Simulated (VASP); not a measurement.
# MnS (F-43m) in VASP: notebook

The runs below take MnS through single point, with PBE, LDA.

Program: VASP 6.6.1. These are calculated values, not measurements. Logs are shortened: lines on timing, memory, paths and dates and some standing lists are left out, and cuts for length are marked.

### Step 1. Starting point

It takes space group F-43m (No. 216, cubic). Conventional cell: a = 4.947 Å, b = 4.947 Å, c = 4.947 Å, α = 90.00°, β = 90.00°, γ = 90.00°. Mn (site symmetry -43m) is surrounded by 4 S at 2.14 Å. S (site symmetry -43m) has 4 Mn at 2.14 Å as nearest neighbours.

The cell is a database's computed one.

### Step 2. Single point, PBE, collinear spin, ferromagnetic start

Contents of INCAR:

```
ALGO = Normal
EDIFF = 1E-6
ENCUT = 520
GGA = PE
ISIF = 2
ISMEAR = 0
ISPIN = 2
LASPH = T
LCHARG = F
LMAXMIX = 4
LORBIT = 11
LREAL = F
LWAVE = F
MAGMOM = 4 0
NBANDS = 20
NELM = 120
PREC = Accurate
SIGMA = 0.05
```

Contents of KPOINTS:

```
k-points
0
Gamma
  9 9 9
```

Contents of POSCAR:

```
MnS
1.0
    0.0000000000      2.4734634191      2.4734634191
    2.4734634191      0.0000000000      2.4734634191
    2.4734634191      2.4734634191      0.0000000000
Mn S
1 1
Direct
    0.0000000000      0.0000000000      0.0000000000
    0.7500000000      0.7500000000      0.7500000000
```

Potentials or basis: VASP PAW PBE potentials, release 54 (Mn_pv, S).

On the command line:

```bash
> cat potpaw_PBE.54/Mn_pv/POTCAR potpaw_PBE.54/S/POTCAR > POTCAR
> mpirun -np 1 vasp_std > vasp.out
```

OUTCAR:

```text
EDIFF = 1E-6
   ENCUT = 520
   GGA = PE
   ISIF = 2
   ISMEAR = 0
   ISPIN = 2
   LASPH = T
   LORBIT = 11
   LREAL = F
   NELM = 120
   PREC = Accurate

 ion  position               nearest neighbor table
   1  0.000  0.000  0.000-   2 2.14   2 2.14   2 2.14   2 2.14
   2  0.750  0.750  0.750-   1 2.14   1 2.14   1 2.14   1 2.14

  LATTYP: Found a face centered cubic cell.
 ALAT       =     4.9469268382

  Lattice vectors:

 A1 = (   0.0000000000,   2.4734634191,   2.4734634191)
 A2 = (   2.4734634191,   0.0000000000,   2.4734634191)
 A3 = (   2.4734634191,   2.4734634191,   0.0000000000)

Analysis of symmetry for initial positions (statically):
=====================================================================
 Subroutine PRICEL returns:
 Original cell was already a primitive cell.

 Routine SETGRP: Setting up the symmetry group for a
 face centered cubic supercell.

 Subroutine GETGRP returns: Found 24 space group operations
 (whereof 24 operations were pure point group operations)
 out of a pool of 48 trial point group operations.

The static configuration has the point symmetry T_d .

Analysis of symmetry for dynamics (positions and initial velocities):
=====================================================================
 Subroutine PRICEL returns:
 Original cell was already a primitive cell.

 Routine SETGRP: Setting up the symmetry group for a
 face centered cubic supercell.

 Subroutine GETGRP returns: Found 24 space group operations
 (whereof 24 operations were pure point group operations)
 out of a pool of 48 trial point group operations.

The dynamic configuration has the point symmetry T_d .

Analysis of structural, dynamic, and magnetic symmetry:
=====================================================================
 Subroutine PRICEL returns:
 Original cell was already a primitive cell.

 Routine SETGRP: Setting up the symmetry group for a
 face centered cubic supercell.

 Subroutine GETGRP returns: Found 24 space group operations
 (whereof 24 operations were pure point group operations)
 out of a pool of 48 trial point group operations.

The overall configuration has the point symmetry T_d .

 Subroutine INISYM returns: Found 24 space group operations
 (whereof 24 operations are pure point group operations),
 and found     1 'primitive' translations

----------------------------------------------------------------------------------------

                                     Primitive cell

  volume of cell :      30.2654

  direct lattice vectors                    reciprocal lattice vectors
     0.000000000  2.473463419  2.473463419    -0.202145702  0.202145702  0.202145702
     2.473463419  0.000000000  2.473463419     0.202145702 -0.202145702  0.202145702
     2.473463419  2.473463419  0.000000000     0.202145702  0.202145702 -0.202145702

  length of vectors
     3.498005513  3.498005513  3.498005513     0.350126627  0.350126627  0.350126627

  position of ions in fractional coordinates (direct lattice)
     0.000000000  0.000000000  0.000000000
     0.750000000  0.750000000  0.750000000

  ion indices of the primitive-cell ions
   primitive index   ion index
                 1           1
                 2           2

----------------------------------------------------------------------------------------

 KPOINTS: k-points

Automatic generation of k-mesh.
 Grid dimensions read from file:
 generate k-points for:    9    9    9

 Generating k-lattice:

  Cartesian coordinates                     Fractional coordinates (reciprocal lattice)
    -0.022460634  0.022460634  0.022460634     0.111111111  0.000000000  0.000000000
     0.022460634 -0.022460634  0.022460634     0.000000000  0.111111111  0.000000000
     0.022460634  0.022460634 -0.022460634     0.000000000  0.000000000  0.111111111

  Length of vectors
     0.038902959  0.038902959  0.038902959

  Shift w.r.t. Gamma in fractional coordinates (k-lattice)
     0.000000000  0.000000000  0.000000000

 Subroutine IBZKPT returns following result:
 ===========================================

 Found     35 irreducible k-points:

 Following reciprocal coordinates:
            Coordinates               Weight
  0.000000  0.000000  0.000000      1.000000
  0.111111  0.000000  0.000000      8.000000
  0.222222  0.000000  0.000000      8.000000
  0.333333  0.000000  0.000000      8.000000
  0.444444  0.000000  0.000000      8.000000
  0.111111  0.111111  0.000000      6.000000
[... 16 lines left out ...]
 -0.333333  0.333333  0.000000     12.000000
  0.444444  0.444444  0.000000      6.000000
 [... further k-points ...]
   k-points           NKPTS =     35   k-points in BZ     NKDIM =     35   number of bands    NBANDS=     20
   number of dos      NEDOS =    301   number of ions     NIONS =      2
   total plane-waves  NPLWV =  21952
   dimension x,y,z NGX =    28 NGY =   28 NGZ =   28
   dimension x,y,z NGXF=    56 NGYF=   56 NGZF=   56
   ions per type =               1   1
   NGX,Y,Z   is equivalent  to a cutoff of  13.31, 13.31, 13.31 a.u.
   NGXF,Y,Z  is equivalent  to a cutoff of  26.61, 26.61, 26.61 a.u.
 SYSTEM =  unknown system
   PREC   = accura    normal or accurate (medium, high low for compatibility)
   ISTART =      0    job   : 0-new  1-cont  2-samecut
   ICHARG =      2    charge: 1-file 2-atom 10-const
   ISPIN  =      2    spin polarized calculation?
   LNONCOLLINEAR =      F non collinear calculations
   LSORBIT =      F    spin-orbit coupling
   LASPH  =      T    aspherical Exc in radial PAW
   ENCUT  =  520.0 eV  38.22 Ry    6.18 a.u.   6.50  6.50  6.50*2*pi/ulx,y,z
   NELM   =    120;   NELMIN=  2; NELMDL= -5     # of ELM steps
   EDIFF  = 0.1E-05   stopping-criterion for ELM
   LREAL  =      F    real-space projection
   EDIFFG = 0.1E-04   stopping-criterion for IOM
   NSW    =      0    number of steps for IOM
   IBRION =     -1    ionic relax: 0-MD 1-quasi-New 2-CG
   NFREE  =      0    steps in history (QN), initial steepest desc. (CG)
   ISIF   =      2    stress and relaxation
   ISYM   =      2    0-nonsym 1-usesym 2-fastsym
   POTIM  = 0.5000    time-step for ionic-motion
   TEBEG  =    0.0;   TEEND  =   0.0 temperature during run
   PSTRESS=    0.0 pullay stress
   NELECT =      19.0000    total number of electrons
   NUPDOWN=      -1.0000    fix difference up-down
   EMIN   =  10.00;   EMAX   =-10.00  energy-range for DOS
   EFERMI =   0.00;   METHOD = LEGACY
   ISMEAR =     0;   SIGMA  =   0.05  broadening in eV -4-tet -1-fermi 0-gaus
   EFERMI_NEDOS =   21; number of points for ismear=-14 and -15
   IALGO  =     38    algorithm
   IMIX   =      4    mixing-type and parameters
     AMIX     =   0.40;   BMIX     =  1.00
     AMIX_MAG =   1.60;   BMIX_MAG =  1.00
  volume/ion in A,a.u.               =      15.13       102.12
  Fermi-wavevector in a.u.,A,eV,Ry     =   1.401771  2.648964 26.734947  1.964963
  Thomas-Fermi vector in A             =   2.524600
   LORBIT       =     11    0 simple, 1 ext, 2 COOP (PROOUT), +10 PAW based schemes
   GGA     = PE    functional components
   LHFCALC =     F    Hartree Fock is set to
   AEXX    =    0.0000 exact exchange contribution
   IVDW    =     0    specifies the selected vdW correction
   LEPSILON=     F    determine dielectric tensor
   LRPA    =     F    only Hartree local field effects (RPA)
 spin polarized calculation
 Gauss-broadening in eV      SIGMA  =   0.05
  energy-cutoff  :      520.00
  volume of cell :       30.27
 maximum number of plane-waves:       869
 NGX is ok and might be reduce to    28
   NGX = 13   NGY = 13   NGZ = 13

 number of electron      18.9999987 magnetization      -0.1263856

 number of electron      18.9999987 magnetization       0.2404089

 Free energy of the ion-electron system (eV)
  ---------------------------------------------------
  ext. energy  EPLUGINS =         0.00000000
  ---------------------------------------------------
  free energy    TOTEN  =       -13.66873708 eV

  energy without entropy =      -13.66556957  energy(sigma->0) =      -13.66715333

 E-fermi :   7.4373     XC(G=0): -11.2404

 val. band max:        7.4009855043   @ k =  -0.3333   0.3333   0.1111
 cond. band min:       7.4388464027   @ k =  -0.4444   0.3333   0.1111
 fundamental gap:      0.0378608983
 Fermi energy:         7.4372956041

 spin component 1

 k-point     1 :       0.0000    0.0000    0.0000
  band No.  band energies     occupation
      1     -40.3830      1.00000
      2     -40.3830      1.00000
      3     -40.3830      1.00000
      4      -7.8748      1.00000
      5       2.7109      1.00000
      6       2.7109      1.00000
[... 12 lines left out ...]
     19      23.1669      0.00000
     20      23.6617      0.00000

 k-point     2 :       0.1111    0.0000    0.0000
  band No.  band energies     occupation
      1     -40.3860      1.00000
      2     -40.3835      1.00000
      3     -40.3835      1.00000
      4      -7.7465      1.00000
      5       2.4645      1.00000
      6       2.7538      1.00000
[... 12 lines left out ...]
     19      22.4405      0.00000
     20      24.8460      0.00000

 k-point     3 :       0.2222    0.0000    0.0000
  band No.  band energies     occupation
      1     -40.3937      1.00000
      2     -40.3847      1.00000
      3     -40.3847      1.00000
      4      -7.4000      1.00000
      5       1.8828      1.00000
      6       2.8524      1.00000
[... 12 lines left out ...]
     19      22.0614      0.00000
     20      27.1113      0.00000

 k-point     4 :       0.3333    0.0000    0.0000
  band No.  band energies     occupation
      1     -40.4023      1.00000
      2     -40.3860      1.00000
      3     -40.3860      1.00000
      4      -6.9594      1.00000
      5       1.2542      1.00000
      6       2.9423      1.00000
[... 429 lines left out ...]
 k-point    23 :      -0.3333    0.3333    0.0000
  band No.  band energies     occupation
      1     -40.4033      1.00000
      2     -40.3981      1.00000
      3     -40.3896      1.00000
      4      -6.2739      1.00000
      5       1.5829      1.00000
      6       1.9910      1.00000
[... 12 lines left out ...]
     19      25.6088      0.00000
     20      26.5150      0.00000

 k-point    24 :       0.4444    0.4444    0.0000
  band No.  band energies     occupation
      1     -40.4077      1.00000
      2     -40.3923      1.00000
      3     -40.3923      1.00000
      4      -6.2255      1.00000
      5       0.7527      1.00000
      6       3.3358      1.00000
[... 12 lines left out ...]
     19      24.5932      0.00000
     20      24.5932      0.00000

 [... further k-points ...]

 spin component 2

 k-point     1 :       0.0000    0.0000    0.0000
  band No.  band energies     occupation
      1     -40.1566      1.00000
      2     -40.1566      1.00000
      3     -40.1566      1.00000
      4      -7.8657      1.00000
      5       2.7579      1.00000
      6       2.7579      1.00000
[... 12 lines left out ...]
     19      23.1584      0.00000
     20      23.6903      0.00000

 k-point     2 :       0.1111    0.0000    0.0000
  band No.  band energies     occupation
      1     -40.1597      1.00000
      2     -40.1571      1.00000
      3     -40.1571      1.00000
      4      -7.7377      1.00000
      5       2.5078      1.00000
      6       2.8011      1.00000
[... 12 lines left out ...]
     19      22.4559      0.00000
     20      24.8775      0.00000

 k-point     3 :       0.2222    0.0000    0.0000
  band No.  band energies     occupation
      1     -40.1674      1.00000
      2     -40.1583      1.00000
      3     -40.1583      1.00000
      4      -7.3921      1.00000
      5       1.9179      1.00000
      6       2.9015      1.00000
[... 12 lines left out ...]
     19      22.0944      0.00000
     20      27.1385      0.00000

 k-point     4 :       0.3333    0.0000    0.0000
  band No.  band energies     occupation
      1     -40.1762      1.00000
      2     -40.1596      1.00000
      3     -40.1596      1.00000
      4      -6.9528      1.00000
      5       1.2816      1.00000
      6       2.9955      1.00000
[... 429 lines left out ...]
 k-point    23 :      -0.3333    0.3333    0.0000
  band No.  band energies     occupation
      1     -40.1772      1.00000
      2     -40.1719      1.00000
      3     -40.1633      1.00000
      4      -6.2696      1.00000
      5       1.6257      1.00000
      6       2.0174      1.00000
[... 12 lines left out ...]
     19      25.6422      0.00000
     20      26.5351      0.00000

 k-point    24 :       0.4444    0.4444    0.0000
  band No.  band energies     occupation
      1     -40.1817      1.00000
      2     -40.1661      1.00000
      3     -40.1661      1.00000
      4      -6.2213      1.00000
      5       0.7986      1.00000
      6       3.3641      1.00000
[... 12 lines left out ...]
     19      24.6215      0.00000
     20      24.6215      0.00000

 [... further k-points ...]
[... 5 lines left out ...]
  --------------------------------------------------------------------------------------
  -------------------------------------------------------------------------------------
  Total        0.5683373      0.5683373      0.5683373      0.0000000     -0.0000000     -0.0000000
  in kB       30.0864018     30.0864018     30.0864018      0.0000000     -0.0000000     -0.0000000
  external PRESSURE =      30.0864018 kB  Pullay stress =       0.0000000 kB

 VOLUME and BASIS-vectors are now :
 -----------------------------------------------------------------------------
  energy-cutoff  :      520.00
  volume of cell :       30.27
      direct lattice vectors                 reciprocal lattice vectors
     0.000000000  2.473463419  2.473463419    -0.202145702  0.202145702  0.202145702
     2.473463419  0.000000000  2.473463419     0.202145702 -0.202145702  0.202145702
     2.473463419  2.473463419  0.000000000     0.202145702  0.202145702 -0.202145702

 POSITION                                       TOTAL-FORCE (eV/Angst)
 -----------------------------------------------------------------------------------
      0.00000      0.00000      0.00000        -0.000000     -0.000000     -0.000000
      3.71020      3.71020      3.71020         0.000000      0.000000      0.000000
 -----------------------------------------------------------------------------------
    total drift:                               -0.000001     -0.000001     -0.000001

  FREE ENERGIE OF THE ION-ELECTRON SYSTEM (eV)
  ---------------------------------------------------
  free  energy   TOTEN  =       -13.6687370795 eV

  energy  without entropy=      -13.6655695738  energy(sigma->0) =      -13.66715333

 total charge

# of ion       s       p       d       tot
------------------------------------------
    1        0.353   6.313   5.365  12.031
    2        1.322   2.426   0.000   3.748
--------------------------------------------------
tot          1.675   8.739   5.365  15.779

 magnetization (x)

# of ion       s       p       d       tot
------------------------------------------
    1        0.008   0.004   0.219   0.232
    2       -0.001  -0.003   0.000  -0.004
--------------------------------------------------
tot          0.007   0.001   0.219   0.227
```

Run time: 3.3 min. Hardware: 1 thread of Intel Xeon Platinum 8375C at 2.90GHz (Ice Lake), shared host; peak memory 0.19 GiB.

What came out:

```yaml
Free_energy: -13.6687 eV
Pressure: 3.0 GPa
Band_gap_on_the_k_mesh: none (metal or under the smearing width)
Net_moment: 0.24 μB per cell
Site_moments: Mn +0.23; S -0.00 μB
Valence_electrons_inside_the_program's_atomic_spheres: Mn 12.03; S 3.75
```

Levels at points of the mesh, in eV from the Fermi level:
Spin up:
```csv
k point,band 8,band 9,band 10,band 11,band 12,band 13
"(0.00, 0.00, 0.00)",-0.92,-0.92,3.66,3.66,3.66,3.78
```
Spin down:
```tsv
k point	band 7	band 8	band 9	band 10	band 11	band 12
(0.00, 0.00, 0.00)	-4.68	-0.62	-0.62	3.73	3.73	3.73
```

Caveat: the moment fell far below its start of 4 μB, so a state of higher moment may lie lower in energy; semilocal functionals often make such compounds metallic where correlation or magnetic order opens a gap, which also shifts bond lengths. With open d or f shells a metallic result of PBE can be an artefact of self-interaction; +U or a hybrid may open a gap.

### Step 3. Single point, PBE, collinear spin, ferromagnetic start

Contents of run.py:

```python
from ase.calculators.vasp import Vasp
from ase.dft.bandgap import bandgap
from ase.io import read

atoms = read('MnS.xyz')
atoms.set_initial_magnetic_moments([4.0, 0.0])
calc = Vasp(
    directory='calc',
    xc='pbe',
    pp='PBE',
    setups='recommended',
    pp_version='54',
    prec='Accurate',
    encut=520,
    ediff=1e-06,
    ismear=0,
    sigma=0.05,
    lreal=False,
    lasph=True,
    nelm=120,
    algo='Normal',
    isif=2,
    lwave=False,
    lcharg=False,
    ispin=2,
    lorbit=11,
    lmaxmix=4,
    kpts=[9, 9, 9],
    gamma=True,
)
atoms.calc = calc

print('energy (eV):', atoms.get_potential_energy())
print('free energy (eV):', atoms.get_potential_energy(force_consistent=True))
print('forces (eV/A):')
print(atoms.get_forces())
print('stress (eV/A^3, Voigt):', atoms.get_stress())
print('Fermi level (eV):', calc.get_fermi_level())
print('moment (muB):', atoms.get_magnetic_moment())
print('site moments (muB):', atoms.get_magnetic_moments())
gap, top, bottom = bandgap(calc)
print('band gap (eV):', gap, 'from (spin, k, band)', top, 'to', bottom)
```

Contents of MnS.xyz:

```xyz
2
Lattice="0.0000000000 2.4734634191 2.4734634191 2.4734634191 0.0000000000 2.4734634191 2.4734634191 2.4734634191 0.0000000000" Properties=species:S:1:pos:R:3 pbc="T T T"
Mn     0.0000000000      0.0000000000      0.0000000000
S      3.7101951286      3.7101951286      3.7101951286
```

Potentials or basis: VASP PAW PBE potentials, release 54 (Mn_pv, S).

On the command line:

```bash
> python run.py
```

It took 6.6 min on 1 thread of Intel Xeon Platinum 8375C at 2.90GHz (Ice Lake), shared host; peak memory 0.19 GiB.

Results (log left out):

```yaml
Free_energy: -13.6687 eV
Pressure: 3.1 GPa
Band_gap_on_the_k_mesh: none (metal or under the smearing width)
Net_moment: -0.24 μB per cell
Site_moments: Mn -0.23; S +0.00 μB
Valence_electrons_inside_the_program's_atomic_spheres: Mn 12.03; S 3.75
```

Levels at points of the mesh, in eV from the Fermi level:
Spin up:
```tsv
k point	band 6	band 7	band 8	band 9	band 10	band 11	band 12	band 13
(0.00, 0.00, 0.00)	-4.68	-4.68	-0.62	-0.62	3.73	3.73	3.73	3.81
```
Spin down:
| k point | band 6 | band 7 | band 8 | band 9 | band 10 | band 11 | band 12 | band 13 | band 14 | band 15 |
| --- | --- | --- | --- | --- | --- | --- | --- | --- | --- | --- |
| (0.00, 0.00, 0.00) | -4.73 | -4.73 | -0.92 | -0.92 | 3.65 | 3.65 | 3.65 | 3.78 | 7.90 | 7.90 |

Caveat: the moment fell far below its start of 4 μB, so a state of higher moment may lie lower in energy; semilocal functionals often make such compounds metallic where correlation or magnetic order opens a gap, which also shifts bond lengths. With open d or f shells a metallic result of PBE can be an artefact of self-interaction; +U or a hybrid may open a gap.

[end of part 1 of 2]
